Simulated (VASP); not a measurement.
# Tb (Im-3m) in VASP: settings compared

The runs below take Tb through single point, relaxation of the atoms, with AM05+D4, RPBE+D3(BJ).

Program: VASP 6.6.1. These are calculated values, not measurements. Logs are shortened: lines on timing, memory, paths and dates and some standing lists are left out, and cuts for length are marked.

## Step 1: The undisturbed crystal

The structure is cubic, space group Im-3m (No. 229). The conventional cell has a = 4.020 Å, b = 4.020 Å, c = 4.020 Å, α = 90.00°, β = 90.00°, γ = 90.00°. Around Tb (site symmetry m-3m) lie 8 Tb at 3.48 Å.

This isn't the form of Tb at room conditions, which is hcp.

## Step 2: Single point, AM05+D4, collinear spin, ferromagnetic start (volume scaled by 1.15)

INCAR reads:

```
SYSTEM = Tb
PREC = Accurate ; ENCUT = 520
EDIFF = 1E-6 ; ISMEAR = -5
SIGMA = 0.05 ; LREAL = .FALSE.
LASPH = .TRUE. ; NELM = 100
ALGO = Normal ; ISIF = 2
LWAVE = .FALSE. ; LCHARG = .TRUE.
ISPIN = 2 ; MAGMOM = 6 6
LORBIT = 11 ; LMAXMIX = 6
GGA = AM ; IVDW = 13
LELF = .TRUE. ; LVHAR = .TRUE.
NBANDS = 20
```

Tb.cif reads:

```cif
data_Tb
_cell_length_a 4.21171200
_cell_length_b 4.21171200
_cell_length_c 4.21171200
_cell_angle_alpha 90.00000000
_cell_angle_beta 90.00000000
_cell_angle_gamma 90.00000000
_space_group_name_H-M_alt 'Im-3m'
_space_group_name_Hall '-I 4 2 3'
_space_group_IT_number 229
loop_
_space_group_symop_operation_xyz
'x,y,z'
'-x,-y,-z'
'-y,x,z'
'y,-x,-z'
'-x,-y,z'
'x,y,-z'
'y,-x,z'
'-y,x,-z'
'x,-y,-z'
'-x,y,z'
'-y,-x,-z'
'y,x,z'
'-x,y,-z'
'x,-y,z'
'y,x,-z'
'-y,-x,z'
'z,x,y'
'-z,-x,-y'
'z,-y,x'
'-z,y,-x'
'z,-x,-y'
'-z,x,y'
'z,y,-x'
'-z,-y,x'
'-z,x,-y'
'z,-x,y'
'-z,-y,-x'
'z,y,x'
'-z,-x,y'
'z,x,-y'
'-z,y,x'
'z,-y,-x'
'y,z,x'
'-y,-z,-x'
'x,z,-y'
'-x,-z,y'
'-y,z,-x'
'y,-z,x'
'-x,z,y'
'x,-z,-y'
'-y,-z,x'
'y,z,-x'
'-x,-z,-y'
'x,z,y'
'y,-z,-x'
'-y,z,x'
'x,-z,y'
'-x,z,-y'
'x+1/2,y+1/2,z+1/2'
'-x+1/2,-y+1/2,-z+1/2'
'-y+1/2,x+1/2,z+1/2'
'y+1/2,-x+1/2,-z+1/2'
'-x+1/2,-y+1/2,z+1/2'
'x+1/2,y+1/2,-z+1/2'
'y+1/2,-x+1/2,z+1/2'
'-y+1/2,x+1/2,-z+1/2'
'x+1/2,-y+1/2,-z+1/2'
'-x+1/2,y+1/2,z+1/2'
'-y+1/2,-x+1/2,-z+1/2'
'y+1/2,x+1/2,z+1/2'
'-x+1/2,y+1/2,-z+1/2'
'x+1/2,-y+1/2,z+1/2'
'y+1/2,x+1/2,-z+1/2'
'-y+1/2,-x+1/2,z+1/2'
'z+1/2,x+1/2,y+1/2'
'-z+1/2,-x+1/2,-y+1/2'
'z+1/2,-y+1/2,x+1/2'
'-z+1/2,y+1/2,-x+1/2'
'z+1/2,-x+1/2,-y+1/2'
'-z+1/2,x+1/2,y+1/2'
'z+1/2,y+1/2,-x+1/2'
'-z+1/2,-y+1/2,x+1/2'
'-z+1/2,x+1/2,-y+1/2'
'z+1/2,-x+1/2,y+1/2'
'-z+1/2,-y+1/2,-x+1/2'
'z+1/2,y+1/2,x+1/2'
'-z+1/2,-x+1/2,y+1/2'
'z+1/2,x+1/2,-y+1/2'
'-z+1/2,y+1/2,x+1/2'
'z+1/2,-y+1/2,-x+1/2'
'y+1/2,z+1/2,x+1/2'
'-y+1/2,-z+1/2,-x+1/2'
'x+1/2,z+1/2,-y+1/2'
'-x+1/2,-z+1/2,y+1/2'
'-y+1/2,z+1/2,-x+1/2'
'y+1/2,-z+1/2,x+1/2'
'-x+1/2,z+1/2,y+1/2'
'x+1/2,-z+1/2,-y+1/2'
'-y+1/2,-z+1/2,x+1/2'
'y+1/2,z+1/2,-x+1/2'
'-x+1/2,-z+1/2,-y+1/2'
'x+1/2,z+1/2,y+1/2'
'y+1/2,-z+1/2,-x+1/2'
'-y+1/2,z+1/2,x+1/2'
'x+1/2,-z+1/2,y+1/2'
'-x+1/2,z+1/2,-y+1/2'
loop_
_atom_site_label
_atom_site_type_symbol
_atom_site_symmetry_multiplicity
_atom_site_Wyckoff_symbol
_atom_site_fract_x
_atom_site_fract_y
_atom_site_fract_z
_atom_site_occupancy
Tb1 Tb 2 a 0.0000000000 0.0000000000 0.0000000000 1
```

KPOINTS reads:

```
regular mesh
0
G
  6 6 6
  0 0 0
```

POSCAR reads:

```
Tb
 1.0000000000000000
     4.2117120000000003    0.0000000000000000    0.0000000000000000
     0.0000000000000000    4.2117120000000003    0.0000000000000000
     0.0000000000000000    0.0000000000000000    4.2117120000000003
 Tb 
   2
Cartesian
  0.0000000000000000  0.0000000000000000  0.0000000000000000
  2.1058560000000002  2.1058560000000002  2.1058560000000002
```

Potentials or basis: VASP PAW PBE potentials, release 64 (Tb_3), 4f in core.

On the command line:

```
ase convert -i cif -o vasp Tb.cif POSCAR
cat potpaw_PBE.64/Tb_3/POTCAR > POTCAR
mpirun -np 1 vasp_std > vasp.out
```

OUTCAR:

```text
SYSTEM = Tb
   PREC = Accurate
   ENCUT = 520
   EDIFF = 1E-6
   ISMEAR = -5
   LREAL = .FALSE.
   LASPH = .TRUE.
   NELM = 100
   ISIF = 2
   ISPIN = 2
   LORBIT = 11
   GGA = AM
   IVDW = 13

 ion  position               nearest neighbor table
   1  0.000  0.000  0.000-   2 3.65   2 3.65   2 3.65   2 3.65   2 3.65   2 3.65   2 3.65   2 3.65

   2  0.500  0.500  0.500-   1 3.65   1 3.65   1 3.65   1 3.65   1 3.65   1 3.65   1 3.65   1 3.65

  LATTYP: Found a simple cubic cell.
 ALAT       =     4.2117120000

  Lattice vectors:

 A1 = (   4.2117120000,   0.0000000000,   0.0000000000)
 A2 = (   0.0000000000,   4.2117120000,   0.0000000000)
 A3 = (   0.0000000000,   0.0000000000,   4.2117120000)

Analysis of symmetry for initial positions (statically):
=====================================================================
 Subroutine PRICEL returns following result:

  LATTYP: Found a body centered cubic cell.
 ALAT       =     4.2117120000
[... 12 lines left out ...]
 Subroutine GETGRP returns: Found 48 space group operations
 (whereof 48 operations were pure point group operations)
 out of a pool of 48 trial point group operations.

The static configuration has the point symmetry O_h .

Analysis of symmetry for dynamics (positions and initial velocities):
=====================================================================
 Subroutine PRICEL returns following result:

  LATTYP: Found a body centered cubic cell.
 ALAT       =     4.2117120000
[... 12 lines left out ...]
 Subroutine GETGRP returns: Found 48 space group operations
 (whereof 48 operations were pure point group operations)
 out of a pool of 48 trial point group operations.

The dynamic configuration has the point symmetry O_h .

Analysis of structural, dynamic, and magnetic symmetry:
=====================================================================
 Subroutine PRICEL returns following result:

  LATTYP: Found a body centered cubic cell.
 ALAT       =     4.2117120000
[... 12 lines left out ...]
 Subroutine GETGRP returns: Found 48 space group operations
 (whereof 48 operations were pure point group operations)
 out of a pool of 48 trial point group operations.

The overall configuration has the point symmetry O_h .

 Subroutine INISYM returns: Found 48 space group operations
 (whereof 48 operations are pure point group operations),
 and found     2 'primitive' translations

----------------------------------------------------------------------------------------

                                     Primitive cell

  volume of cell :      37.3548

  direct lattice vectors                    reciprocal lattice vectors
     2.105856000  2.105856000 -2.105856000     0.237433139  0.237433139  0.000000000
    -2.105856000  2.105856000  2.105856000    -0.000000000  0.237433139  0.237433139
     2.105856000 -2.105856000  2.105856000     0.237433139  0.000000000  0.237433139

  length of vectors
     3.647449585  3.647449585  3.647449585     0.335781165  0.335781165  0.335781165

  position of ions in fractional coordinates (direct lattice)
     0.000000000  0.000000000  0.000000000

  ion indices of the primitive-cell ions
   primitive index   ion index
                 1           1

----------------------------------------------------------------------------------------

 KPOINTS: regular mesh

Automatic generation of k-mesh.
 Grid dimensions read from file:
 generate k-points for:    6    6    6

 Generating k-lattice:

  Cartesian coordinates                     Fractional coordinates (reciprocal lattice)
     0.039572190  0.000000000  0.000000000     0.166666667  0.000000000  0.000000000
     0.000000000  0.039572190  0.000000000     0.000000000  0.166666667  0.000000000
[... 40 lines left out ...]
   dimension x,y,z NGX =    32 NGY =   32 NGZ =   32
   dimension x,y,z NGXF=    64 NGYF=   64 NGZF=   64
   ions per type =               2
   NGX,Y,Z   is equivalent  to a cutoff of  12.63, 12.63, 12.63 a.u.
   NGXF,Y,Z  is equivalent  to a cutoff of  25.26, 25.26, 25.26 a.u.
 SYSTEM =  Tb
   PREC   = accura    normal or accurate (medium, high low for compatibility)
   ISTART =      0    job   : 0-new  1-cont  2-samecut
   ICHARG =      2    charge: 1-file 2-atom 10-const
   ISPIN  =      2    spin polarized calculation?
   LNONCOLLINEAR =      F non collinear calculations
   LSORBIT =      F    spin-orbit coupling
   LASPH  =      T    aspherical Exc in radial PAW
   ENCUT  =  520.0 eV  38.22 Ry    6.18 a.u.   7.83  7.83  7.83*2*pi/ulx,y,z
   NELM   =    100;   NELMIN=  2; NELMDL= -5     # of ELM steps
   EDIFF  = 0.1E-05   stopping-criterion for ELM
   LREAL  =      F    real-space projection
   EDIFFG = 0.1E-04   stopping-criterion for IOM
   NSW    =      0    number of steps for IOM
   IBRION =     -1    ionic relax: 0-MD 1-quasi-New 2-CG
   NFREE  =      0    steps in history (QN), initial steepest desc. (CG)
   ISIF   =      2    stress and relaxation
   ISYM   =      2    0-nonsym 1-usesym 2-fastsym
   POTIM  = 0.5000    time-step for ionic-motion
   TEBEG  =    0.0;   TEEND  =   0.0 temperature during run
   PSTRESS=    0.0 pullay stress
   NELECT =      18.0000    total number of electrons
   NUPDOWN=      -1.0000    fix difference up-down
   EMIN   =  10.00;   EMAX   =-10.00  energy-range for DOS
   EFERMI =   0.00;   METHOD = LEGACY
   ISMEAR =    -5;   SIGMA  =   0.05  broadening in eV -4-tet -1-fermi 0-gaus
   EFERMI_NEDOS =   21; number of points for ismear=-14 and -15
   IALGO  =     38    algorithm
   IMIX   =      4    mixing-type and parameters
     AMIX     =   0.40;   BMIX     =  1.00
     AMIX_MAG =   1.60;   BMIX_MAG =  1.00
  volume/ion in A,a.u.               =      37.35       252.08
  Fermi-wavevector in a.u.,A,eV,Ry     =   1.018686  1.925037 14.119053  1.037721
  Thomas-Fermi vector in A             =   2.152158
   LORBIT       =     11    0 simple, 1 ext, 2 COOP (PROOUT), +10 PAW based schemes
   GGA     = AM    functional components
   LHFCALC =     F    Hartree Fock is set to
   AEXX    =    0.0000 exact exchange contribution
   IVDW    =    13    specifies the selected vdW correction
   LEPSILON=     F    determine dielectric tensor
   LRPA    =     F    only Hartree local field effects (RPA)
 spin polarized calculation
 Fermi weights with tetrahedron method with Bloechl corrections
  energy-cutoff  :      520.00
  volume of cell :       74.71
 maximum number of plane-waves:      2040
 NGX is ok and might be reduce to    32
   NGX = 15   NGY = 15   NGZ = 15

 number of electron      18.0000000 magnetization      12.0000000

 number of electron      17.9999997 magnetization       1.2675999

 Free energy of the ion-electron system (eV)
  ---------------------------------------------------
  ext. energy  EPLUGINS =         0.00000000
  ---------------------------------------------------
  free energy    TOTEN  =        -9.00062085 eV

  energy without entropy =       -9.00062085  energy(sigma->0) =       -9.00062085

 E-fermi :   2.5572     XC(G=0):  -9.2667

 val. band max:        2.7470621914   @ k =   0.5000   0.0000   0.0000
 cond. band min:       2.5486625237   @ k =   0.5000   0.1667   0.0000
 fundamental gap:     -0.1983996677
 Fermi energy:         2.5572202888

 spin component 1

 k-point     1 :       0.0000    0.0000    0.0000
  band No.  band energies     occupation
      1     -20.7126      1.00000
      2     -20.7126      1.00000
      3     -20.7126      1.00000
      4     -20.4011      1.00000
      5     -20.4011      1.00000
      6     -20.4011      1.00000
[... 436 lines left out ...]
      6     -20.6178      1.00000
[... 12 lines left out ...]
     19      10.5610      0.00000
     20      10.5610      0.00000
 Fermi energy:         2.5572202888

 spin component 2

 k-point     1 :       0.0000    0.0000    0.0000
  band No.  band energies     occupation
      1     -20.5488      1.00000
      2     -20.5488      1.00000
      3     -20.5488      1.00000
      4     -20.2490      1.00000
      5     -20.2490      1.00000
      6     -20.2490      1.00000
[... 449 lines left out ...]
     19      10.9149      0.00000
     20      10.9149      0.00000

------------------------ aborting loop because EDIFF is reached ----------------------------------------

  DFT-D4 for vdW energy calculation

  Edisp (eV):   -0.22511

  FORCE on cell =-STRESS in cart. coord.  units (eV):
  Direction    XX          YY          ZZ          XY          YZ          ZX
  --------------------------------------------------------------------------------------
  -------------------------------------------------------------------------------------
  Total      -2.79888    -2.79888    -2.79888     0.00000     0.00000     0.00000
  in kB     -60.02315   -60.02315   -60.02315     0.00000     0.00000     0.00000
  external pressure =      -60.02 kB  Pullay stress =        0.00 kB

 VOLUME and BASIS-vectors are now :
 -----------------------------------------------------------------------------
  energy-cutoff  :      520.00
  volume of cell :       74.71
      direct lattice vectors                 reciprocal lattice vectors
     4.211712000  0.000000000  0.000000000     0.237433139  0.000000000  0.000000000
     0.000000000  4.211712000  0.000000000     0.000000000  0.237433139  0.000000000
     0.000000000  0.000000000  4.211712000     0.000000000  0.000000000  0.237433139

 POSITION                                       TOTAL-FORCE (eV/Angst)
 -----------------------------------------------------------------------------------
      0.00000      0.00000      0.00000        -0.000000     -0.000000     -0.000000
      2.10586      2.10586      2.10586         0.000000      0.000000      0.000000
 -----------------------------------------------------------------------------------
    total drift:                                0.000000      0.000000     -0.000000

  FREE ENERGIE OF THE ION-ELECTRON SYSTEM (eV)
  ---------------------------------------------------
  free  energy   TOTEN  =        -9.2257309293 eV

  energy  without entropy=       -9.2257309293  energy(sigma->0) =       -9.22573093

 total charge

# of ion       s       p       d       tot
------------------------------------------
    1        0.359   6.263   0.941   7.564
    2        0.359   6.263   0.941   7.564
--------------------------------------------------
tot          0.718  12.527   1.882  15.127

 magnetization (x)

# of ion       s       p       d       tot
------------------------------------------
    1        0.002   0.104   0.293   0.398
    2        0.002   0.104   0.293   0.398
--------------------------------------------------
tot          0.003   0.208   0.586   0.796
```

Run time: 47 s. Hardware: 1 thread of AMD EPYC 9R45 (Zen 5), shared host; peak memory 0.19 GiB.

Results:

* Free energy: -9.2257 eV
* Pressure: -6.0 GPa
* Band gap on the k mesh: none (metal or under the smearing width)
* Net moment: 1.27 μB per cell
* Site moments: Tb +0.40 μB
* Valence electrons inside the program's atomic spheres: Tb 7.56
* Dispersion energy per atom: -0.113 eV

Caveat: the magnetic or orbital state may not be the lowest; the PAW data sets were made with another functional, which shifts forces and pressure a little; spin-orbit coupling is left out, which moves the levels of the heavy elements; the 4f electrons are frozen in the core as for a trivalent ion, so they carry no moment and show no levels; pairwise dispersion overbinds metals, which lowers pressure and volume; tetrahedron occupations give inexact forces and stress in metals.

## Step 3: Relaxation of the atoms, RPBE+D3(BJ), collinear spin, ferrimagnetic start (cell strained at random at fixed volume)

INCAR reads:

```
PREC = Accurate
ENCUT = 520
EDIFF = 1E-7
ISMEAR = 0
SIGMA = 0.05
LREAL = False
LASPH = True
NELM = 100
ALGO = Normal
ISIF = 2
LWAVE = False
LCHARG = False
ISPIN = 2
MAGMOM = 6 -3
LORBIT = 11
LMAXMIX = 6
GGA = RP
IVDW = 12
IBRION = 2
NSW = 60
EDIFFG = -0.01
```

KPOINTS reads:

```
regular mesh
0
Gamma
  9 9 5
```

POSCAR reads:

```
Tb
1.0
   -2.0435050000      2.0509490000      1.9780670000
    2.0483780000     -2.0528320000      1.9848220000
    3.9896740000      4.0083260000     -3.9599000000
Tb
2
Direct
    0.9914870000      0.0020830000      0.0049330000
    0.9914870000      0.0020830000      0.5049330000
```

Potentials or basis: VASP PAW PBE potentials, release 64 (Tb_3), 4f in core.

On the command line:

```
cat potpaw_PBE.64/Tb_3/POTCAR > POTCAR
mpirun -np 1 vasp_std > vasp.out
```

It took 13 min on 1 thread of AMD EPYC 7R13 (Zen 3), shared host; peak memory 0.42 GiB.

It converged, with:

- Free energy: -13.5747 eV
- Pressure after relaxing: -17.3 GPa
- Band gap on the k mesh: none (metal or under the smearing width)
- Net moment: 1.00 μB per cell
- Site moments: Tb +0.35 μB
- Valence electrons inside the program's atomic spheres: Tb 7.78
- Dispersion energy per atom: -2.705 eV

Stress tensor (GPa, compression positive):
```
-17.05   0.79  -0.04
  0.79 -17.00   0.07
 -0.04   0.07 -17.94
```

Final structure:
```yaml
crystal:
  lattice:
    - [-2.04351, 2.05095, 1.97807]
    - [2.04838, -2.05283, 1.98482]
    - [3.98967, 4.00833, -3.95990]
  atoms:
    - { symbol: Tb, position: [0.99149, 0.00208, 0.00493] }
    - { symbol: Tb, position: [0.99149, 0.00208, 0.50493] }
```

Levels at points of the mesh, in eV from the Fermi level:
Spin up:
```tsv
k point	band 8	band 9	band 10	band 11	band 12	band 13
(0.00, 0.00, 0.00)	-2.42	0.05	1.02	1.37	1.44	1.75
```
Spin down:
```csv
k point,band 6,band 7,band 8,band 9,band 10,band 11
"(0.00, 0.00, 0.00)",-22.38,-4.80,-2.01,0.41,1.43,1.78
```

Caveat: the magnetic or orbital state may not be the lowest; the relaxation stopped at its first step, so nothing moved; the PAW data sets were made with another functional, which shifts forces and pressure a little; spin-orbit coupling is left out, which moves the levels of the heavy elements; the 4f electrons are frozen in the core as for a trivalent ion, so they carry no moment and show no levels; pairwise dispersion overbinds metals, which lowers pressure and volume. The state reached can hang on the start; a lower one may exist.

## Step 4: For comparison

An earlier run on the cell as given: functional PBE; potentials or basis VASP PAW PBE potentials, release 64 (Tb); cutoff 520 eV; k mesh 9 × 9 × 9; occupations fermi-dirac, width 0.05 eV; collinear spin, ferromagnetic start; starting moments [6.0] μB.

* Pressure: 0.2 GPa
* Band gap on the k mesh: none (metal or under the smearing width)
* Net moment: 5.88 μB per cell
* Site moments: Tb +5.68 μB
* Valence electrons inside the program's atomic spheres: Tb 16.32

## Step 5: Summary

```tsv
task	level	potentials or basis	spin	cell	k mesh	smearing	supercell matrix	gap on the mesh (eV)	pressure (GPa)	moment (μB)
single point	AM05+D4	VASP PAW PBE potentials, release 64 (Tb_3), 4f in core	collinear, ferromagnetic start	volume scaled by 1.15	6 × 6 × 6	tetrahedron	-	none	-6.0	1.27
relaxation of the atoms	RPBE+D3(BJ)	VASP PAW PBE potentials, release 64 (Tb_3), 4f in core	collinear, ferrimagnetic start	atoms relaxed from: cell strained at random at fixed volume	9 × 9 × 5	gaussian 0.05 eV	[1, 0, 0, 0, 1, 0, 0, 0, 2]	none	-17.3	1.00
single point	PBE	VASP PAW PBE potentials, release 64 (Tb)	collinear, ferromagnetic start	as given	9 × 9 × 9	fermi-dirac 0.05 eV	-	none	0.2	5.88
```

Alike in all rows: cutoff (eV) 520.

Caveats: the magnetic or orbital state may not be the lowest; spin-orbit coupling is left out, which moves the levels of the heavy elements; the PAW data sets were made with another functional, which shifts forces and pressure a little (some runs); the 4f electrons are frozen in the core as for a trivalent ion, so they carry no moment and show no levels (some runs); pairwise dispersion overbinds metals, which lowers pressure and volume (some runs); tetrahedron occupations give inexact forces and stress in metals (some runs); the relaxation stopped at its first step, so nothing moved (some runs).

Absolute energies hang on the potentials; compare differences alone.
